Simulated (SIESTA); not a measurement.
LiH:

```xyz
2
Lattice="0.0000 2.0368 2.0368 2.0368 0.0000 2.0368 2.0368 2.0368 0.0000" Properties=species:S:1:pos:R:3 pbc="T T T"
Li    0.0000    0.0000    0.0000
H     2.0368    2.0368    2.0368
```

Base run:

| Item | Value |
| --- | --- |
| Program | SIESTA 5.4.2 |
| Functional | vdW-DF-cx |
| Potentials or basis | PseudoDojo 0.4 standard (PBE files) |
| Basis | DZP (energy shift 0.003 Ry; two zetas on semicore shells) |
| Grid cutoff | 800 Ry |
| Energy shift | 0.003 Ry |
| k mesh | 11 × 11 × 11 |
| Occupations | fermi-dirac, width 0.05 eV |
| Spin | no spin polarisation |

Its results: band gap on the k mesh 3.30 eV, direct; pressure -0.7 GPa.

The run is repeated on the same cell with these changes: functional from vdW-DF-cx to PBE. What comes out?

Band gap on the k mesh 3.18 eV, direct; pressure -1.7 GPa.

Caveats: the basis of atomic orbitals isn't converged, which shifts pressures, moduli and gaps; the potentials were made for another functional, which shifts forces and pressure (some runs); the mesh misses the band edges, which the band path finds closer together (some runs); the basis holds too few empty states to meet the f-sum rule, so the spectrum is short of weight at high energy (some runs); an odd mesh through Γ misses points on the zone boundary, where band edges often lie (some runs).

Not every run made on this cell is shown here.
